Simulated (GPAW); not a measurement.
# Ti2Co (Fd-3m) in GPAW: reference runs

How does Ti2Co come out in PBEsol? The cell is run as given.

All numbers are computed with GPAW 26.7.0; they aren't measurements. Logs are shortened: lines on timing, memory, paths and dates and some standing lists are left out, and cuts for length are marked. The log counts tension as positive stress, the text compression.

**1. Starting point**

It takes space group Fd-3m (No. 227, cubic). Conventional cell: a = 6.730 Å, b = 6.730 Å, c = 6.730 Å, α = 90.00°, β = 90.00°, γ = 90.00°. Co (site symmetry -43m) is surrounded by 12 Ti at 2.79 Å and 4 Co at 2.91 Å. Around Ti (site symmetry -3m) lie 6 Ti at 2.38 Å.

**2. Single point, PBEsol, collinear spin, ferromagnetic start**

File run.py:

```python
from ase import Atoms
from ase.dft.bandgap import bandgap
from ase.io import write
from ase.units import Bohr, GPa
from gpaw import GPAW, PW, setup_paths
from gpaw.elf import elf_from_dft_calculation

setup_paths.insert(0, '.')

atoms = Atoms(['Co', 'Co', 'Ti', 'Ti', 'Ti', 'Ti'],
              cell=[[0.0, 3.365, 3.365],
                    [3.365, 0.0, 3.365],
                    [3.365, 3.365, 0.0]],
              scaled_positions=[[0.75, 0.75, 0.75],
                                [0.5, 0.5, 0.5],
                                [0.125, 0.625, 0.125],
                                [0.125, 0.125, 0.625],
                                [0.625, 0.125, 0.125],
                                [0.125, 0.125, 0.125]],
              pbc=True)
atoms.set_initial_magnetic_moments([2.0, 2.0, 1.0, 1.0, 1.0, 1.0])

calc = GPAW(mode=PW(600),
            xc='PBEsol',
            kpts={'size': (7, 7, 7), 'gamma': True},
            occupations={'name': 'fermi-dirac', 'width': 0.05},
            nbands=61,
            convergence={'density': 1e-05, 'energy': 1e-05},
            maxiter=150,
            txt='gpaw.txt')
atoms.calc = calc
energy = atoms.get_potential_energy()
forces = atoms.get_forces()
stress = atoms.get_stress()
calc.write('gs.gpw')
write('result.traj', atoms)
print(f'Energy: {energy:.6f} eV')
print('Forces (eV/A):')
print(forces.round(4))
print('Stress (GPa):', (stress / GPa).round(3))
print('Moments:', calc.get_magnetic_moments().round(3))
print('Fermi level:', round(calc.get_fermi_level(), 4), 'eV')
print(f'Gap: {bandgap(calc)[0]:.4f} eV, direct: {bandgap(calc, direct=True)[0]:.4f} eV')

# fields on the real-space grid
write('density.cube', atoms, data=calc.get_pseudo_density() * Bohr**3)
write('potential.cube', atoms, data=calc.get_electrostatic_potential())
write('spin.cube', atoms, data=(calc.get_pseudo_density(spin=0) - calc.get_pseudo_density(spin=1)) * Bohr**3)
write('elf.cube', atoms, data=elf_from_dft_calculation(calc).data)
```

Potentials or basis: PAW data sets generated in the run's folder for this functional, pw.

Run with:

```console
> gpaw-setup -f PBEsol Co Ti
> OMP_NUM_THREADS=1 python run.py
```

gpaw.txt:

```text
__  _  _
 | _ |_)|_||  |
 |__||  | ||/\| - 26.7.0

Input parameters:
  mode=PW(ecut=600.0),
  convergence={'density': 1e-05, 'energy': 1e-05},
  kpts=MonkhorstPack(size=(7, 7, 7), gamma=True),
  maxiter=150,
  nbands=61,
  occupations=Occupations(name='fermi-dirac', width=0.05),
  xc=XC(name='PBEsol')

Diagonalizing LCAO Hamiltonian
Converting LCAO to pw mode

                    Co

               Co
        Ti
           Ti
            Ti
       Ti

Atoms  # Å, Bohr magnetons
|   | symbol |        x |        y |        z |    initial magnetic moments |
|---|--------|----------|----------|----------|-----------------------------|
| 0 |     Co | 5.047500 | 5.047500 | 5.047500 | ( 0.0000,  0.0000,  2.0000) |
| 1 |     Co | 3.365000 | 3.365000 | 3.365000 | ( 0.0000,  0.0000,  2.0000) |
| 2 |     Ti | 2.523750 | 0.841250 | 2.523750 | ( 0.0000,  0.0000,  1.0000) |
| 3 |     Ti | 2.523750 | 2.523750 | 0.841250 | ( 0.0000,  0.0000,  1.0000) |
| 4 |     Ti | 0.841250 | 2.523750 | 2.523750 | ( 0.0000,  0.0000,  1.0000) |
| 5 |     Ti | 0.841250 | 0.841250 | 0.841250 | ( 0.0000,  0.0000,  1.0000) |

Unit cell  # Å
| periodic |        x |        y |        z |  lengths |    angles |
|----------|----------|----------|----------|----------|-----------|
|      yes | 0.000000 | 3.365000 | 3.365000 | 4.758829 | 60.000000 |
|      yes | 3.365000 | 0.000000 | 3.365000 | 4.758829 | 60.000000 |
|      yes | 3.365000 | 3.365000 | 0.000000 | 4.758829 | 60.000000 |

Number of symmetries: 24
Symmetry operations  # r_c * U_cc + t_c -> r_c
|    | kind |            matrix            |
|----|------|------------------------------|
|  0 |  E   |  1, 0, 0,  0, 1, 0,  0, 0, 1 |
|  1 |  σ   |  1, 0, 0,  0, 0, 1,  0, 1, 0 |
|  2 |  σ   |  1, 0,-1,  0, 1,-1,  0, 0,-1 |
|  3 |  C3  |  1, 0,-1,  0, 0,-1,  0, 1,-1 |
|  4 |  C3  |  1,-1, 0,  0,-1, 1,  0,-1, 0 |
|  5 |  σ   |  1,-1, 0,  0,-1, 0,  0,-1, 1 |
|  6 |  σ   |  0, 1, 0,  1, 0, 0,  0, 0, 1 |
|  7 |  C3  |  0, 1, 0,  0, 0, 1,  1, 0, 0 |
|  8 |  C2  |  0, 1,-1,  1, 0,-1,  0, 0,-1 |
|  9 |  S4  |  0, 1,-1,  0, 0,-1,  1, 0,-1 |
| 10 |  C3  |  0, 0, 1,  1, 0, 0,  0, 1, 0 |
| 11 |  σ   |  0, 0, 1,  0, 1, 0,  1, 0, 0 |
| 12 |  S4  |  0, 0,-1,  1, 0,-1,  0, 1,-1 |
| 13 |  C3  |  0, 0,-1,  0, 1,-1,  1, 0,-1 |
| 14 |  S4  |  0,-1, 1,  1,-1, 0,  0,-1, 0 |
| 15 |  C2  |  0,-1, 1,  0,-1, 0,  1,-1, 0 |
| 16 |  C3  |  0,-1, 0,  1,-1, 0,  0,-1, 1 |
| 17 |  S4  |  0,-1, 0,  0,-1, 1,  1,-1, 0 |
| 18 |  S4  | -1, 1, 0, -1, 0, 1, -1, 0, 0 |
| 19 |  C3  | -1, 1, 0, -1, 0, 0, -1, 0, 1 |
| 20 |  C3  | -1, 0, 1, -1, 1, 0, -1, 0, 0 |
| 21 |  S4  | -1, 0, 1, -1, 0, 0, -1, 1, 0 |
| 22 |  σ   | -1, 0, 0, -1, 1, 0, -1, 0, 1 |
| 23 |  C2  | -1, 0, 0, -1, 0, 1, -1, 1, 0 |

BZ-sampling:
  Number of BZ points: 343
  Number of IBZ points: 20

  Monkhorst-Pack size: [7, 7, 7]
  Monkhorst-Pack shift: [0, 0, 0]

K-points  # in reciprocal-cell coordinates
|     |                                coordinates |     weight |
|-----|--------------------------------------------|------------|
|   0 | (  0.00000000,   0.00000000,   0.00000000) | 0.00291545 |
|   1 | (  0.14285714,   0.14285714,   0.00000000) | 0.01749271 |
|   2 | (  0.14285714,   0.14285714,   0.14285714) | 0.02332362 |
|   3 | (  0.28571429,   0.14285714,   0.14285714) | 0.03498542 |
|   4 | (  0.28571429,   0.28571429,   0.00000000) | 0.01749271 |
|   5 | (  0.28571429,   0.28571429,   0.14285714) | 0.06997085 |
|   6 | (  0.28571429,   0.28571429,   0.28571429) | 0.02332362 |
|   7 | (  0.42857143,  -0.28571429,  -0.28571429) | 0.03498542 |
|   8 | (  0.42857143,   0.28571429,  -0.42857143) | 0.13994169 |
|   9 | (  0.42857143,   0.28571429,  -0.28571429) | 0.06997085 |
| ... |                                            |            |
|  19 | (  0.42857143,   0.42857143,   0.42857143) | 0.02332362 |

Plane wave coefficients: 2637
Cutoff: 600.0 eV

Spin-components: 2 (collinear spins)
Bands:           61
Projectors:      36
Spin-degeneracy: 1
Datatype:        complex128

Parallelization:
  kpt:    1
  domain: 1
  band:   1

Density:
  Valence electrons: 66.0
  Components: 2
  Grid points: [27 27 27]
  Charge: 0.0  # |e|

Potential:
  Grid points: [27 27 27]

species:
  Co:
    name:    Cobalt
    Z:       27.0
    valence: 9
    core:    18
    charge:  0.0  # [|e|]
    compensation charges:
      type: gauss
      rc: 0.32  # [Å]
      lmax: 2
    cutoffs:
      filter: 1.87  # [Å]
      core: 2.55  # [Å]
    projectors
    | kind |    occ | energy [eV] | rcut [Å] |
    |------|--------|-------------|----------|
    |   4s |  2.000 |      -5.488 |    1.005 |
    |   4p |  0.000 |      -1.248 |    1.058 |
    |   3d |  7.000 |      -8.230 |    1.005 |
    |    s |        |      21.723 |    1.005 |
    |    p |        |      25.963 |    1.058 |
    |    d |        |      18.981 |    1.005 |

    Using partial waves for Co as LCAO basis

  Ti:
    name:    Titanium
    Z:       22.0
    valence: 12
    core:    10
    charge:  0.0  # [|e|]
    compensation charges:
      type: gauss
      rc: 0.38  # [Å]
      lmax: 2
    cutoffs:
      filter: 2.23  # [Å]
      core: 1.02  # [Å]
    projectors
    | kind |    occ | energy [eV] | rcut [Å] |
    |------|--------|-------------|----------|
    |   3s |  2.000 |     -62.441 |    1.270 |
    |   4s |  2.000 |      -4.477 |    1.270 |
    |   3p |  6.000 |     -38.776 |    1.058 |
    |   4p |  0.000 |      -1.449 |    1.058 |
    |   3d |  2.000 |      -4.275 |    1.058 |
    |    d |        |      22.937 |    1.058 |

    Using partial waves for Ti as LCAO basis

Reference energy: -168528.711575  # eV

eigensolver:
  PPCG
  Converge bands: occupied
  niter=2

density mixing:
  MSR1-Mixer
  Pratt-step length: 0.05
  Maximum mixing coefficient: 0.75
  Old densities: 10
  SVD Regularization: 0.005
  Good broyden scale: 1.0
  Trust region scale: 1.0
  Backstep threshold: 4.0
  History deletion threshold: 6.0
  Fourier metric: weight=20.0, sigma=0.015

occupation numbers:
  Fermi-Dirac:
    width: 0.0500  # eV

poisson solver:
  ecut: 4800.0  # eV

xc functional:
  name: PBEsol with 2 nearest neighbor stencil

convergence criteria:
- Maximum integral of absolute [dens]ity change: 1e-05 electrons / valence electron
- Maximum [total energy] change in last 3 cyles: 1e-05 eV / valence electron
- Maximum integral of absolute [eigenst]ate change: 4e-08 eV^2 / valence electron
maximum number of iterations: 150

SCF iterations
|iter     | |      energy | eigst |  dens |  magmom |
|---------|-|-------------|-------|-------|---------|
|iter:   1| |  -44.693346 | +0.40 |       |  +8.0227|
|iter:   2| |  -43.260824 | -1.50 | -0.87 |  +7.8353|
|iter:   3| |  -43.201834 | -2.76 | -1.00 |  +7.6271|
|iter:   4| |  -43.117368 | -1.70 | -1.05 |  +6.3778|
|iter:   5| |  -43.341271 | -1.76 | -1.17 |  +4.9055|
|iter:   6| |  -43.458927 | -2.94 | -1.43 |  +4.2588|
|iter:   7| |  -43.553053 | -2.75 | -1.38 |  +2.8617|
|iter:   8| |  -43.548119 | -2.86 | -1.68 |  +2.1258|
|iter:   9| |  -43.753639 | -2.83 | -1.92 |  +1.4930|
|iter:  10| |  -43.562263 | -2.96 | -1.54 |  +1.3370|
|iter:  11| |  -43.573453 | -3.78 | -2.02 |  +1.0739|
|iter:  12| |  -43.584949 | -3.45 | -2.08 |  +0.9516|
|iter:  13| |  -43.588752 | -3.58 | -2.36 |  +0.8361|
|iter:  14| |  -43.590730 | -3.99 | -2.45 |  +0.8473|
|iter:  15| |  -43.591933 | -4.44 | -2.69 |  +0.8564|
|iter:  16| |  -43.591934 | -4.77 | -2.97 |  +0.8585|
|iter:  17| |  -43.592175c| -5.16 | -3.13 |  +0.8748|
|iter:  18| |  -43.592267c| -5.63 | -3.57 |  +0.8901|
|iter:  19| |  -43.592328c| -6.22 | -3.71 |  +0.8995|
|iter:  20| |  -43.592359c| -6.44 | -4.16 |  +0.9105|
|iter:  21| |  -43.592348c| -7.22 | -4.56 |  +0.9076|
|iter:  22| |  -43.592345c| -7.83c| -4.91 |  +0.9073|
|iter:  23| |  -43.592346c| -7.96c| -5.06c|  +0.9075|

Converged in 23 steps
Energy contributions relative to reference atoms: (reference = -168528.711575)

Energy contributions:
  Kinetic:          57.243316
  Coulomb:         -38.049318
  Zero:             -0.366593
  External:          0.000000
  Xc:              -62.384914
  Entropy:          -0.069674
  Spinorbit:         0.000000
  ----------------------------
  Free energy:     -43.627183
  Extrapolated:    -43.592346

dipole moment: (-25.138342, -25.138342, -25.138342)  # |e|*Ang

Total magnetic moment: (0.000000, 0.000000, 0.907457)

Local magnetic moments
|        x |        y |        z |
|----------|----------|----------|
| 0.000000 | 0.000000 | 0.460518 |  # Co   0
| 0.000000 | 0.000000 | 0.461725 |  # Co   1
| 0.000000 | 0.000000 | 0.012327 |  # Ti   2
| 0.000000 | 0.000000 | 0.012327 |  # Ti   3
| 0.000000 | 0.000000 | 0.012327 |  # Ti   4
| 0.000000 | 0.000000 | 0.012327 |  # Ti   5

Fermi level: 10.357
Eigenvalues  # (at kpt = [0.000, 0.000, 0.000])
| band index |      eig [eV] | occ [0-1] |      eig [eV] | occ [0-1] |
|------------|---------------|-----------|---------------|-----------|
|          0 |       -45.674 |     1.000 |       -45.661 |     1.000 |
|        ... |               |           |               |           |
|         26 |         9.100 |     1.000 |         9.405 |     1.000 |
|         27 |         9.100 |     1.000 |         9.405 |     1.000 |
|         28 |         9.100 |     1.000 |         9.508 |     1.000 |
|         29 |         9.192 |     1.000 |         9.508 |     1.000 |
|         30 |         9.192 |     1.000 |         9.508 |     1.000 |
|         31 |        10.288 |     0.800 |        10.537 |     0.026 |
|         32 |        10.288 |     0.800 |        10.537 |     0.026 |
|         33 |        10.288 |     0.800 |        10.570 |     0.014 |
|         34 |        10.315 |     0.697 |        10.570 |     0.014 |
|         35 |        10.315 |     0.697 |        10.570 |     0.014 |
|         36 |        14.372 |     0.000 |        14.349 |     0.000 |
|         37 |        14.372 |     0.000 |        14.349 |     0.000 |
|         38 |        14.372 |     0.000 |        14.349 |     0.000 |
|         39 |        14.647 |     0.000 |        14.665 |     0.000 |
|         40 |        14.647 |     0.000 |        14.665 |     0.000 |
|        ... |               |           |               |           |
|         60 |        25.820 |     0.000 |        25.830 |     0.000 |

No gap
No difference between direct/indirect transitions

Forces  # eV/Ang
|        x |        y |        z |
|----------|----------|----------|
|  0.00000 | -0.00000 | -0.00000 |  # Co   0
|  0.00000 |  0.00000 |  0.00000 |  # Co   1
|  0.00049 | -0.00049 |  0.00049 |  # Ti   2
|  0.00049 |  0.00049 | -0.00049 |  # Ti   3
| -0.00049 |  0.00049 |  0.00049 |  # Ti   4
| -0.00049 | -0.00049 | -0.00049 |  # Ti   5

Stress tensor  # eV/Ang^3
|         x |         y |         z |
|-----------|-----------|-----------|
| -0.099841 | -0.000000 | -0.000000 |
| -0.000000 | -0.099841 |  0.000000 |
| -0.000000 |  0.000000 | -0.099841 |

# Writing to gs.gpw (mode='')
```

Run time: 5 min. Hardware: 1 thread of Arm Neoverse V2, shared host; peak memory 0.31 GiB.

What came out:

```yaml
Free_energy: -43.6272 eV
Pressure: 16.0 GPa
Band_gap_on_the_k_mesh: none (metal or under the smearing width)
Net_moment: 0.91 μB per cell
Site_moments: Co +0.46; Ti +0.01 μB
```

Levels at points of the mesh, in eV from the Fermi level:
Spin up:
```tsv
k point	band 31	band 32	band 33	band 34	band 35	band 36	band 37	band 38
(0.00, 0.00, 0.00)	-1.17	-0.07	-0.07	-0.07	-0.04	-0.04	4.02	4.02
```
Spin down:
```
           k point  band 30  band 31  band 32  band 33  band 34  band 35
(0.00, 0.00, 0.00)    -0.85    -0.85     0.18     0.18     0.21     0.21
```

Caveat: so large a pressure means that the cell lies far from this level's equilibrium, or that cutoff or potentials fall short.
